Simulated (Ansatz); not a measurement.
Runs of Ansatz 0.2.0 on Hf. It takes space group Im-3m (No. 229, cubic). Conventional cell: a = 3.610 Å, b = 3.610 Å, c = 3.610 Å, α = 90.00°, β = 90.00°, γ = 90.00°. Hf (site symmetry m-3m) is surrounded by 8 Hf at 3.13 Å. This isn't the form of Hf at room conditions, which is hcp.

| task | level | potentials or basis | spin | cell | k mesh | cutoff (eV) | smearing | basis error allowed | pressure (GPa) |
| --- | --- | --- | --- | --- | --- | --- | --- | --- | --- |
| band structure | PBEsol | all-electron LAPW, scalar-relativistic | off | as given | 8 × 8 × 8 | 213 | fermi-dirac 0.05 eV | 0.001 eV/atom | (a) |
| single point | PBEsol | all-electron LAPW, scalar-relativistic | off | as given | 10 × 10 × 10 | 213 | gaussian 0.1 eV | 0.001 eV/atom | -9.1 |
| band structure | PBEsol | all-electron LAPW, relativistic spinors | SOC, no magnetisation | as given | 8 × 8 × 8 | 214 | fermi-dirac 0.05 eV | 0.001 eV/atom | -9.5 |
| band structure | LDA | all-electron LAPW, scalar-relativistic | off | as given | 10 × 10 × 10 | 214 | fermi-dirac 0.05 eV | 0.001 eV/atom | -12.6 |
| band structure | PBEsol | all-electron PAW datasets made for the crystal | off | as given | 10 × 10 × 10 | 400 | fermi-dirac 0.05 eV | - | -9.0 |
| band structure | BLYP | all-electron LAPW, relativistic spinors | SOC, no magnetisation | cell strained at random at fixed volume | 7 × 7 × 7 | 223 | fermi-dirac 0.1 eV | 0.001 eV/atom | (b) |
| band structure | PBEsol | all-electron LAPW, non-relativistic | off | as given | 10 × 10 × 10 | 209 | fermi-dirac 0.05 eV | 0.001 eV/atom | -6.6 |
| band structure | PBEsol | all-electron LAPW, scalar-relativistic | off | as given | 10 × 10 × 10 | 213 | fermi-dirac 0.05 eV | 0.001 eV/atom | -9.0 |
| band structure | PBEsol | all-electron LAPW, inner shells corrected to Dirac's equation | off | as given | 10 × 10 × 10 | 213 | fermi-dirac 0.05 eV | 0.001 eV/atom | -9.0 |

Problem. Fill in the values left out.

Solution. (a) -9.3; (b) -1.7.

Caveats: the k mesh is thin for a metal, which can move the energy by tens of meV per atom (some runs); relativity is left out, which matters for the heavier elements (some runs).

Not every run made on this cell is shown here.
